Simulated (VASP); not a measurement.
A run of VASP 6.6.1 is set up as follows.

INCAR

```
SYSTEM = Si
PREC = Accurate
ENCUT = 520
EDIFF = 1E-7
ISMEAR = 0
SIGMA = 0.028999999999999998
LREAL = .FALSE.
LASPH = .TRUE.
NELM = 80
ALGO = Normal
ISIF = 2
LWAVE = .FALSE.
LCHARG = .FALSE.
GGA = PE
```

The input KPOINTS:

```
Automatic mesh
0
G
  12 12 11
  0 0 0
```

The input POSCAR:

```
Si
1.0
    2.6205428149      0.0000000000      0.0000000000
   -1.3102714075      2.2694566494      0.0000000000
    0.0000000000      0.0000000000      2.4663543900
Si
1
Direct
    0.0000000000      0.0000000000      0.0000000000
```

Potentials or basis: VASP PAW PBE potentials, release 64 (Si).

The run is started by

```console
$ cat potpaw_PBE.64/Si/POTCAR > POTCAR
$ mpirun -np 1 vasp_std > vasp.out
```

(1) What does it give for the band gap on the k mesh?

(2) Predict the pressure.

Results:

(1) none (metal or under the smearing width).

(2) 3.0 GPa.
